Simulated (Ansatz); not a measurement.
Reaction (formal exchange of groups at the Sn–C bond): `N[C](=O)[SnH3]` + `NC1C[SiH2]1` → `[SnH3][CH]1C[SiH2]1` + `NC(N)=O`

Isolated molecules relaxed with PBE0-D4/def2-TZVP in Ansatz; ΔE leaves out vibrations. CCSD(T)/CBS adds triple-zeta CCSD(T) − MP2 to the extrapolated MP2 energy (def2 sets, frozen cores). Functionals use def2-TZVPP. B3LYP here is the variant with VWN-RPA as its local correlation; programs differ in this. Elements past krypton have def2 core potentials. For Sn outer-core shells are correlated without core-valence functions, which leaves a few kJ/mol of doubt a bond. One conformer a species, not always the lowest.

CCSD(T)/CBS gives -101.6 kJ/mol.

(1) Another level gave -88.9 kJ/mol. Which?
A. PBE/def2-TZVPP
B. B3LYP/def2-TZVPP
C. MP2/def2-TZVPP
D. r2SCAN-D4/def2-TZVPP

Largest T1 diagnostic among the species: 0.016.

Answers

(1) B. B3LYP -88.9, MP2/def2-TZVPP -109.2, PBE -84.6, r2SCAN-D4 -98.2 kJ/mol.

In def2-TZVPP, CCSD(T) changes the Hartree–Fock value by +13.8 kJ/mol (the triples alone add +2.9 kJ/mol) and MP2 by +6.2 kJ/mol. From PBE to PBE0 (25 % exact exchange), in def2-TZVPP and without D4, ΔE moves by −13.1 kJ/mol.

CCSD(T)/CBS has its own doubt, a few kJ/mol and more with outer-core shells, so smaller differences from it don't rank the levels.
